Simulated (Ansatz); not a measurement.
# Zr2CO2 MXene monolayer in a perpendicular field, part 3 of 4

Aim: how the Zr2CO2 MXene monolayer screens a field along its normal, and what the field does to its bands. A positive field points along +c.

Ansatz 0.2.0; plane-wave DFT, PBE-D3(BJ), Ansatz PAW (the session's first sound run).

So far, gap along the path (eV): step 3 (atoms held, field 0) 0.950; step 4 (field 0.1 V/Å) 0.950; step 5 (field -0.1 V/Å) 0.950; step 6 (field 0.5 V/Å) 0.949; step 7 (field -0.3 V/Å) 0.950.

## 8. Response, atoms held

This step: plane-wave DFT, PBE-D3(BJ), Ansatz PAW; response to a field along the normal, atoms held (Ansatz 0.2.0).

The dipoles give the slope, and the difference of two potentials shows where the field is screened.

This step gave:

* equivalent conductor thickness p/(ε₀AE): 5.575 Å
* distance between the outer atoms: 4.638 Å

Table of dipole of the cell by applied field:

```tsv
applied field (V/Å)	dipole of the cell (e·Å)
-0.300	-0.0867
-0.100	-0.0289
0.000	0
0.100	0.0289
0.500	0.145
```

Local field over the applied field, running mean. From the potentials at -0.1 and 0.1 V/Å; running mean over 2.5 Å. Table of local field over applied field by z:

z (Å), local field over applied field and a bar:
```
      4.5      1.000 ##############################
      5.0      0.999 ##############################
      5.5      0.997 ##############################
      6.0      0.990 ##############################
      6.5      0.969 #############################
      7.0      0.912 ###########################
      7.5      0.800 ########################
      8.0      0.649 ###################
      8.5      0.480 #############
      9.0      0.322 ########
      9.5      0.194 ####
     10.0      0.113 ##
     10.5      0.071 
     11.0      0.059 
     11.5      0.059 
     12.0      0.065 
     12.5      0.098 #
     13.0      0.167 ###
     13.5      0.283 #######
     14.0      0.434 ############
     14.5      0.603 #################
     15.0      0.761 ######################
     15.5      0.886 ##########################
     16.0      0.958 #############################
     16.5      0.986 ##############################
     17.0      0.996 ##############################
     17.5      0.999 ##############################
     18.0      1.000 ##############################
     18.5      1.000 ##############################
```

Electrons, planar mean, per unit field. Table of induced electron density by z:

z (Å), induced electron density (e/Å³ per V/Å) and a bar from the least value:
```
     4.10    0.00000 ###############
     4.53    0.00000 ###############
     4.95    0.00000 ###############
     5.24    0.00001 ###############
     5.66    0.00002 ###############
     6.08    0.00005 ###############
     6.51    0.00014 ################
     6.79    0.00026 ################
     7.22    0.00067 ##################
     7.64    0.00156 ######################
     8.06    0.00300 ############################
     8.35    0.00354 ##############################
     8.77    0.00169 ######################
     9.20    0.00188 #######################
     9.62    0.00009 ###############
     9.90   -0.00014 ##############
    10.33    0.00047 #################
    10.75    0.00061 ##################
    11.18    0.00000 ###############
    11.46    0.00000 ###############
    11.88   -0.00061 ############
    12.31   -0.00047 #############
    12.73    0.00014 ################
    13.02   -0.00009 ###############
    13.44   -0.00188 #######
    13.87   -0.00169 ########
    14.29   -0.00354 
    14.57   -0.00300 ##
    15.00   -0.00156 ########
    15.42   -0.00067 ############
    15.85   -0.00026 ##############
    16.13   -0.00014 ##############
    16.55   -0.00005 ###############
    16.98   -0.00002 ###############
    17.40   -0.00001 ###############
    17.69    0.00000 ###############
    18.11    0.00000 ###############
    18.53    0.00000 ###############
```

The smaller of the gaps on the path and on the k-mesh, counted as 0 under 0.03 eV. The gap stays at 0.950 eV for applied field from -0.3 to 0.5 V/Å.

By hand: between -0.1 and 0.1 V/Å the dipole changes by 0.05780 e·Å, a slope of 0.2890 e·Å²/V. A perfect conductor of thickness t has p = ε₀AEt, so t = 180.95 × 0.2890 / 9.379 = 5.58 Å (e/ε₀ = 180.95 V·Å, A in Å²).

The induced dipole is that of a conductor 5.58 Å thick.

## 9. Same geometry, cutoff 420 eV, functional LDA

This step: plane-wave DFT, LDA, Ansatz PAW (Ansatz 0.2.0).

The geometry is kept and the functional is LDA; other changes against the main runs: SCF threshold 1.0e-10 → 1.0e-09 eV, k-mesh 18×18×1 → 6×6×1 and no dispersion term, which doesn't act on the electrons.

File input.yaml:

```yaml
crystal:
  lattice:
    - [3.2909635229, 0.0, 0.0]
    - [-1.6454817614, 2.8500580137, 0.0]
    - [0.0, 0.0, 22.6379547632]
  atoms:
    - { symbol: O, position: [0.3333333333, 0.6666666667, 0.3975624165] }
    - { symbol: Zr, position: [0.6666666667, 0.3333333333, 0.4384030474] }
    - { symbol: C, position: [0.0, 0.0, 0.5] }
    - { symbol: Zr, position: [0.3333333333, 0.6666666667, 0.5615969526] }
    - { symbol: O, position: [0.6666666667, 0.3333333333, 0.6024375835] }
kpoints:
  mp_grid: { grid: [6, 6, 1] }
hamiltonian:
  xc: lda
scf:
  occupations: { method: fermi_dirac, width: 0.02585 }
  convergence: { dr2_threshold: 1.0e-09 }
efield:
  axis: 3
  dipole_correction: true
  ramp_position: 0.97
  ramp_width: 0.06
  amplitude: 0.1
output:
  write_potential: true
  write_density: true
  volumetric_format: npy
```

Launch:

```bash
> ansatz run input.yaml --threads 2 --pin off --max-ram 3072MiB --backend cpu --events-out ev --progress --plain --runs-dir out
```

Numbers of over 12 decimals in the logs are rounded to 6 here.

Output:

```text
[...]
Crystal: 5 atoms, lattice volume = 212.331 Å³
Basis set: ecut = 420 eV, 4227 PW (Γ)
Bands: 25, of which v1, the nominal top of the filled ones, is band 20 counted from 1 (19 counted from 0)
Symmetry: 6 space group operations
k-points: 7 of 36 (time reversal used)
[...]
SCF iter   1: F=—  HF=-9520.918053 eV  |F-HF|=—  |Δ(HF+E_count)|=         —  Δρ=9.05e-2  dr2=2.33e1  ethr=3.10e-3  p=0.035 e·Å  D=2.97e-2 V/Å  ΔV_dip=-0.67 eV  dr2_dipole=3.93e-4  V_vac-E_F(+/−)=10.46/9.12 eV  ⟨swp⟩=8.4  Hψ=998  notcnv=0
[...]
SCF iter  14: F=-9514.647318 eV  HF=-9514.647318 eV  |F-HF|=4.33e-10  |Δ(HF+E_count)|=  1.82e-12  Δρ=3.28e-7  dr2=4.55e-10  ethr=2.50e-12  p=0.029 e·Å  D=2.46e-2 V/Å  ΔV_dip=-0.56 eV  dr2_dipole=2.59e-11  V_vac-E_F(+/−)=6.00/4.55 eV  ⟨swp⟩=8.1  Hψ=642  notcnv=0
SCF 1 converged in 14 iterations: F = -9514.647318 eV  dr2 = 4.55e-10
[...]
SCF converged after 14 iterations
Free energy (F): -9514.647318 eV
[...]
Internal energy: -9514.647318 eV  (E = F + TS)
E sigma→0 (E₀):  -9514.647318 eV
Fermi energy:    0.133525 eV
Dipole field:    D = 0.024628 V/Å  (p = 0.028899 e·Å, saw-weighted, corrected)
Work function:   not extracted (applied field tilts the vacuum); planar V_es + V_field profile in the machine report
[...]
--- Band table (eV; the first three rows and the last of 7) ---
  k-point 0: bands = [... 16 lower, -4.5123, -1.5103, -0.3010, -0.3010, 1.4876, 1.4876, 1.9470, 2.9050, ... 1 higher]
  k-point 1: bands = [... 16 lower, -4.1455, -1.8533, -1.2123, -1.0026, 1.1641, 2.3421, 2.4655, 3.2104, ... 1 higher]
  k-point 2: bands = [... 16 lower, -4.0858, -2.8046, -1.6442, -1.3912, 0.7597, 2.9052, 3.1895, 3.6844, ... 1 higher]
  k-point 6: bands = [... 16 lower, -3.9674, -2.5836, -2.5632, -2.5505, 1.7903, 2.6923, 2.7236, 3.5418, ... 1 higher]
```

Wall time 1.8 s (2 threads of Intel Xeon 6975P-C (Granite Rapids), shared host); peak memory 0.47 GiB.

This step gave:

```yaml
dipole_along_the_normal: 0.02890 e·Å
```

The dipole is 0.0289 e·Å.

## 10. Same geometry, cutoff 420 eV, functional LDA (run 2)

The same run in the opposite field.

input.yaml, as its differences from that of step 9:

```diff
@@ -23,3 +23,3 @@
   ramp_width: 0.06
-  amplitude: 0.1
+  amplitude: -0.1
 output:
```

Output:

```text
[...]
Crystal: 5 atoms, lattice volume = 212.331 Å³
Basis set: ecut = 420 eV, 4227 PW (Γ)
Bands: 25, of which v1, the nominal top of the filled ones, is band 20 counted from 1 (19 counted from 0)
Symmetry: 6 space group operations
k-points: 7 of 36 (time reversal used)
[...]
k-point 0: bands = [... 16 lower, -4.5123, -1.5103, -0.3010, -0.3010, 1.4876, 1.4876, 1.9470, 2.9050, ... 1 higher]
  k-point 1: bands = [... 16 lower, -4.1455, -1.8532, -1.2123, -1.0026, 1.1642, 2.3421, 2.4655, 3.2104, ... 1 higher]
  k-point 2: bands = [... 16 lower, -4.0858, -2.8046, -1.6442, -1.3912, 0.7597, 2.9052, 3.1895, 3.6844, ... 1 higher]
  k-point 6: bands = [... 16 lower, -3.9674, -2.5836, -2.5632, -2.5505, 1.7903, 2.6923, 2.7236, 3.5418, ... 1 higher]
[key lines of the parts left out:]
SCF converged after 14 iterations
Free energy (F): -9514.647318 eV
Fermi energy:    0.133528 eV
Dipole field:    D = -0.024630 V/Å  (p = -0.028901 e·Å, saw-weighted, corrected)
```

Run time: 1.8 s. Hardware: 2 threads; peak memory 0.48 GiB.

The dipole is -0.0289 e·Å.

## 11. Response at this level

This step: plane-wave DFT, LDA, Ansatz PAW; response to a field along the normal, atoms held (Ansatz 0.2.0).

The two signs of the field give the slope at this level.

The induced dipole is that of a conductor 5.58 Å thick.

## 12. Same geometry, cutoff 420 eV, functional PBE

This step: plane-wave DFT, PBE, Ansatz PAW (Ansatz 0.2.0).

The geometry is kept and the functional is PBE; other changes against the main runs: SCF threshold 1.0e-10 → 1.0e-09 eV, k-mesh 18×18×1 → 6×6×1 and no dispersion term, which doesn't act on the electrons.

input.yaml, as its differences from that of step 10:

```diff
@@ -14,3 +14,3 @@
 hamiltonian:
-  xc: lda
+  xc: pbe
 scf:
@@ -23,3 +23,3 @@
   ramp_width: 0.06
-  amplitude: -0.1
+  amplitude: 0.1
 output:
```

Output:

```text
[...]
Crystal: 5 atoms, lattice volume = 212.331 Å³
Basis set: ecut = 420 eV, 4227 PW (Γ)
Bands: 25, of which v1, the nominal top of the filled ones, is band 20 counted from 1 (19 counted from 0)
Symmetry: 6 space group operations
k-points: 7 of 36 (time reversal used)
[...]
k-point 0: bands = [... 16 lower, -4.1330, -1.1546, 0.0398, 0.0398, 1.8974, 1.8974, 2.3198, 3.3184, ... 1 higher]
  k-point 1: bands = [... 16 lower, -3.7820, -1.4976, -0.8702, -0.6499, 1.5669, 2.7479, 2.8674, 3.6111, ... 1 higher]
  k-point 2: bands = [... 16 lower, -3.7182, -2.4510, -1.3019, -1.0448, 1.1601, 3.3348, 3.5924, 4.0862, ... 1 higher]
  k-point 6: bands = [... 16 lower, -3.5979, -2.2422, -2.2252, -2.2123, 2.2040, 3.1164, 3.1473, 3.9547, ... 1 higher]
[key lines of the parts left out:]
SCF converged after 16 iterations
Free energy (F): -9759.630073 eV
Fermi energy:    0.505028 eV
Dipole field:    D = 0.024630 V/Å  (p = 0.028901 e·Å, saw-weighted, corrected)
```

The job ended after 1.9 s (2 threads; peak memory 0.48 GiB).

The dipole is 0.0289 e·Å.

## 13. Same geometry, cutoff 420 eV, functional PBE (run 2)

The same run in the opposite field.

input.yaml, as its differences from that of step 12:

```diff
@@ -23,3 +23,3 @@
   ramp_width: 0.06
-  amplitude: 0.1
+  amplitude: -0.1
 output:
```

Output:

```text
[...]
Crystal: 5 atoms, lattice volume = 212.331 Å³
Basis set: ecut = 420 eV, 4227 PW (Γ)
Bands: 25, of which v1, the nominal top of the filled ones, is band 20 counted from 1 (19 counted from 0)
Symmetry: 6 space group operations
k-points: 7 of 36 (time reversal used)
[...]
k-point 0: bands = [... 16 lower, -4.1330, -1.1546, 0.0398, 0.0398, 1.8974, 1.8974, 2.3198, 3.3184, ... 1 higher]
  k-point 1: bands = [... 16 lower, -3.7820, -1.4976, -0.8702, -0.6499, 1.5669, 2.7478, 2.8674, 3.6111, ... 1 higher]
  k-point 2: bands = [... 16 lower, -3.7182, -2.4510, -1.3019, -1.0448, 1.1601, 3.3348, 3.5924, 4.0862, ... 1 higher]
  k-point 6: bands = [... 16 lower, -3.5979, -2.2422, -2.2252, -2.2123, 2.2040, 3.1164, 3.1472, 3.9547, ... 1 higher]
[key lines of the parts left out:]
SCF converged after 16 iterations
Free energy (F): -9759.630073 eV
Fermi energy:    0.505024 eV
Dipole field:    D = -0.024626 V/Å  (p = -0.028897 e·Å, saw-weighted, corrected)
```

Wall time 1.9 s (2 threads); peak memory 0.48 GiB.

The dipole is -0.0289 e·Å.

## 14. Response at this level

This step: plane-wave DFT, PBE, Ansatz PAW; response to a field along the normal, atoms held (Ansatz 0.2.0).

The induced dipole is that of a conductor 5.58 Å thick.

## 15. Same geometry, cutoff 500 eV, functional r2SCAN

This step: plane-wave DFT, r2SCAN, Ansatz PAW (Ansatz 0.2.0).

The geometry is kept and the functional is r2SCAN; other changes against the main runs: SCF threshold 1.0e-10 → 1.0e-09 eV, cutoff 420 → 500, k-mesh 18×18×1 → 6×6×1 and no dispersion term, which doesn't act on the electrons.

input.yaml, as its differences from that of step 13:

```diff
@@ -14,3 +14,3 @@
 hamiltonian:
-  xc: pbe
+  xc: r2scan
 scf:
@@ -23,3 +23,3 @@
   ramp_width: 0.06
-  amplitude: -0.1
+  amplitude: 0.1
 output:
```

Output:

```text
[...]
Crystal: 5 atoms, lattice volume = 212.331 Å³
Basis set: ecut = 500 eV, 5291 PW (Γ), exchange–correlation on 100×100×720 points (64 copies of the dense FFT grid, shifted against one another)
Bands: 25, of which v1, the nominal top of the filled ones, is band 20 counted from 1 (19 counted from 0)
Symmetry: 6 space group operations
k-points: 7 of 36 (time reversal used)
[...]
k-point 0: bands = [... 16 lower, -4.4911, -1.3605, -0.1494, -0.1494, 2.0318, 2.0318, 2.4450, 3.5010, ... 1 higher]
  k-point 1: bands = [... 16 lower, -4.1450, -1.6812, -1.0956, -0.8281, 1.6898, 2.9014, 3.0189, 3.7769, ... 1 higher]
  k-point 2: bands = [... 16 lower, -4.0723, -2.6940, -1.5372, -1.2489, 1.2547, 3.5270, 3.7695, 4.2809, ... 1 higher]
  k-point 6: bands = [... 16 lower, -3.9480, -2.5000, -2.4873, -2.4848, 2.3490, 3.2844, 3.3176, 4.1468, ... 1 higher]
[key lines of the parts left out:]
SCF converged after 13 iterations
Free energy (F): -9785.819518 eV
Fermi energy:    0.453354 eV
Dipole field:    D = 0.024266 V/Å  (p = 0.028474 e·Å, saw-weighted, corrected)
```

The job ended after 5.7 s (2 threads; peak memory 0.83 GiB).

The dipole is 0.0285 e·Å.

## 16. Same geometry, cutoff 500 eV, functional r2SCAN (run 2)

The same run in the opposite field.

input.yaml, as its differences from that of step 15:

```diff
@@ -23,3 +23,3 @@
   ramp_width: 0.06
-  amplitude: 0.1
+  amplitude: -0.1
 output:
```

Output:

```text
[...]
Crystal: 5 atoms, lattice volume = 212.331 Å³
Basis set: ecut = 500 eV, 5291 PW (Γ), exchange–correlation on 100×100×720 points (64 copies of the dense FFT grid, shifted against one another)
Bands: 25, of which v1, the nominal top of the filled ones, is band 20 counted from 1 (19 counted from 0)
Symmetry: 6 space group operations
k-points: 7 of 36 (time reversal used)
[...]
k-point 0: bands = [... 16 lower, -4.4911, -1.3605, -0.1494, -0.1494, 2.0318, 2.0318, 2.4450, 3.5010, ... 1 higher]
  k-point 1: bands = [... 16 lower, -4.1450, -1.6812, -1.0956, -0.8281, 1.6898, 2.9014, 3.0189, 3.7769, ... 1 higher]
  k-point 2: bands = [... 16 lower, -4.0723, -2.6940, -1.5372, -1.2489, 1.2547, 3.5270, 3.7695, 4.2809, ... 1 higher]
  k-point 6: bands = [... 16 lower, -3.9480, -2.5000, -2.4873, -2.4848, 2.3489, 3.2844, 3.3176, 4.1468, ... 1 higher]
[key lines of the parts left out:]
SCF converged after 12 iterations
Free energy (F): -9785.819518 eV
Fermi energy:    0.453349 eV
Dipole field:    D = -0.024260 V/Å  (p = -0.028467 e·Å, saw-weighted, corrected)
```

Run time: 5.9 s. Hardware: 2 threads; peak memory 0.82 GiB.

The dipole is -0.0285 e·Å.

## 17. Response at this level

This step: plane-wave DFT, r2SCAN, Ansatz PAW; response to a field along the normal, atoms held (Ansatz 0.2.0).

The induced dipole is that of a conductor 5.49 Å thick.

## 18. Same geometry, cutoff 420 eV, functional HSE06

This step: plane-wave DFT, HSE06, Ansatz PAW (Ansatz 0.2.0).

The geometry is kept and the functional is HSE06; other changes against the main runs: SCF threshold 1.0e-10 → 1.0e-09 eV, k-mesh 18×18×1 → 6×6×1 and no dispersion term, which doesn't act on the electrons.

input.yaml, as its differences from that of step 16:

```diff
@@ -14,3 +14,3 @@
 hamiltonian:
-  xc: r2scan
+  xc: hse06
 scf:
@@ -23,3 +23,3 @@
   ramp_width: 0.06
-  amplitude: -0.1
+  amplitude: 0.1
 output:
```

Output:

```text
[...]
Crystal: 5 atoms, lattice volume = 212.331 Å³
Basis set: ecut = 420 eV, 4227 PW (Γ)
Bands: 25, of which v1, the nominal top of the filled ones, is band 20 counted from 1 (19 counted from 0)
Symmetry: 6 space group operations
k-points: 7 of 36 (time reversal used)
[...]
k-point 0: bands = [... 16 lower, -5.3093, -1.8599, -0.4717, -0.4717, 2.3041, 2.3041]
  k-point 1: bands = [... 16 lower, -4.9501, -2.1216, -1.5920, -1.1827, 1.9021, 3.2294]
  k-point 2: bands = [... 16 lower, -4.9013, -3.3024, -2.0469, -1.6673, 1.4070, 3.9101]
  k-point 6: bands = [... 16 lower, -4.7835, -3.0928, -3.0786, -3.0682, 2.6516, 3.6610]
  guard bands above this table: 3 of the run's 25 bands. The solve was not asked for them (output.publish_guard_bands: true or output.eigenvalues: true publishes all)
[key lines of the parts left out:]
Free energy (F): -9764.140151 eV
Fermi energy:    0.356633 eV
Dipole field:    D = 0.024008 V/Å  (p = 0.028171 e·Å, saw-weighted, corrected)
```

It took 30 s on 2 threads; peak memory 2.3 GiB.

A gap read on the k-mesh alone can miss the band edges.

The dipole is 0.0282 e·Å.

[end of part 3 of 4]

[Logs are printed without paths, hosts, clocks, repeated set-up lines and the standing remarks that a program may print on its own settings, such as how far it seeks lower states.]

[Hosts, paths, dates, database ids (printed as entryN), source tags and the programs' standing remarks are cut or masked in the printed files.]

[Maps of the electrostatic potential energy from Ansatz leave out the sawtooth potential of an applied field or a dipole correction, so their vacuum need not be flat; planar profiles and work functions include it.]
